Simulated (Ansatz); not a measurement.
# Ligand exchange: GaH3 + C3H8S2 → GaH2(SH) + C3H8S

Species: GaH3 `[GaH3]`, singlet; C3H8S2 (1,3-propanedithiol) `SCCCS`, singlet; GaH2(SH), singlet; C3H8S (1-propanethiol) `CCCS`, singlet. The partners trade H for SH: Ga–H and C–SH bonds give way to Ga–SH and C–H.

Shapes, held fixed at every level: PBE0-D4/def2-TZVP. Flexible molecules stand in one conformer, not always the lowest. Programs: Ansatz 0.2.0. Electronic energies: no zero-point or thermal term.

Question: Estimate ΔE of this reaction.

Answer: The highest level, CCSD(T)/def2-TZVPP, gives ΔE = -157.7 kJ/mol; the levels span -160.8 to -152.8. The column of differences is taken from that level and isn't an error. No measured value is set beside it here. Relativity is left out for Ga. Outer-core shells of Ga are correlated, in sets that cover them unevenly.

```tsv
level	kind	ΔE (kJ/mol)	less CCSD(T)/def2-TZVPP
HF/def2-TZVPP	Hartree–Fock	-160.8	-3.1
PBE-D4/def2-TZVPP	GGA	-157.3	+0.4
wB97X-V/def2-TZVPP	range-separated hybrid	-152.8	+4.9
B2PLYP/def2-TZVPP	double hybrid	-160.8	-3.1
MP2/def2-TZVPP	perturbation theory	-159.7	-2.0
CCSD/def2-TZVPP	coupled cluster or CI	-158.1	-0.4
CCSD(T)/def2-TZVPP	coupled cluster or CI	-157.7	0.0
```
